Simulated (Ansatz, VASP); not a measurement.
# Pb: VASP beside Ansatz

The input INCAR:

```
PREC     = Accurate       # precision mode
ENCUT    = 520            # plane-wave cutoff, eV
EDIFF    = 1E-6           # SCF threshold, eV
ISMEAR   = 0              # smearing method
SIGMA    = 0.1            # smearing width, eV
LREAL    = F              # projectors in reciprocal space
LASPH    = T              # aspherical terms in the spheres
NELM     = 80             # most SCF steps
ALGO     = Fast           # electronic algorithm
ISIF     = 2              # what is computed and relaxed
LWAVE    = F              # write WAVECAR
LCHARG   = F              # write CHGCAR
GGA      = PE             # functional
NBANDS   = 13             # bands
```

KPOINTS

```
regular mesh
0
Gamma
  14 14 14
```

The input POSCAR:

```
Pb
1.0
    0.0000000000      2.5704417869      2.5704417869
    2.5704417869      0.0000000000      2.5704417869
    2.5704417869      2.5704417869      0.0000000000
Pb
1
Direct
    0.0000000000      0.0000000000      0.0000000000
```

Input for Ansatz:

```yaml
crystal:
  lattice:
    - [0.0, 2.5704417869, 2.5704417869]
    - [2.5704417869, 0.0, 2.5704417869]
    - [2.5704417869, 2.5704417869, 0.0]
  atoms:
    - { symbol: Pb, position: [0.0, 0.0, 0.0] }
basis:
  ecutwfc: 420
kpoints:
  mp_grid: { grid: [14, 14, 14] }
hamiltonian:
  xc: pbe
scf:
  occupations: { method: gaussian, width: 0.1 }
output:
  forces: true
  stress: true
  eigenvalues: true
```

Alike in both runs: task single point; functional PBE; k mesh 14 × 14 × 14; occupations gaussian, width 0.1 eV; no spin polarisation.

```csv
,VASP,Ansatz
version,VASP 6.6.1,Ansatz 0.2.0
potentials or method,"VASP PAW PBE potentials, release 64 (Pb_d)","scalar-relativistic, plane waves, PAW"
plane-wave cutoff (eV),520,420
valence electrons in the cell,14,14
```

Ansatz gave:

- gap on the k mesh at the Fermi level (eV): none
- pressure (GPa): -2.0

Problem. What did VASP give for the same quantities?

Solution. gap on the k mesh at the Fermi level (eV): none; pressure (GPa): -2.1.

A gap of «none» marks a metal or a gap that the smearing closes.

Spin-orbit coupling is left out, which matters for the levels of Pb.
